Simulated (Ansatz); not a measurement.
BaTe, a database entry at a rescaled volume

```
Ba Te
1.0
     0.00000    3.49440    3.49440
     3.49440    0.00000    3.49440
     3.49440    3.49440    0.00000
Ba Te
1 1
Direct
  0.00000 0.00000 0.00000
  0.50000 0.50000 0.50000
```

Method: a composed functional ({exchange: pbesol, correlation: pbesol, exx: {coeff: 0.284}}), no spin polarisation; PAW, plane waves to 420 eV, 6×6×6 Γ-centred mesh, fermi-dirac occupations (width 0.1 eV) (Ansatz 0.2.0), atoms fixed.

- Contacts: Ba–Te at 3.49 Å: least valence density 0.13 e/Å³ and ELF 0.15 there, a closed-shell (ionic or weak) contact. Both are smooth PAW fields, read partly inside the augmentation spheres.
- Electronic structure: The gap is 3.04 eV, indirect (the least direct gap found is 3.48 eV).
- Charges: Bader charges in e: Ba +1.41, Te -1.41. In the mean Ba gives up most and Te takes most.
- Stress: The pressure is -0.4 GPa (compression positive), so with the atoms held at these fractions the cell is close to zero pressure.

Origin: a database entry at a rescaled volume. Caveats: no spin-orbit coupling, which can shift this gap by tenths of an eV; the exchange threshold is loose for a stress; the SCF threshold is loose for a stress.
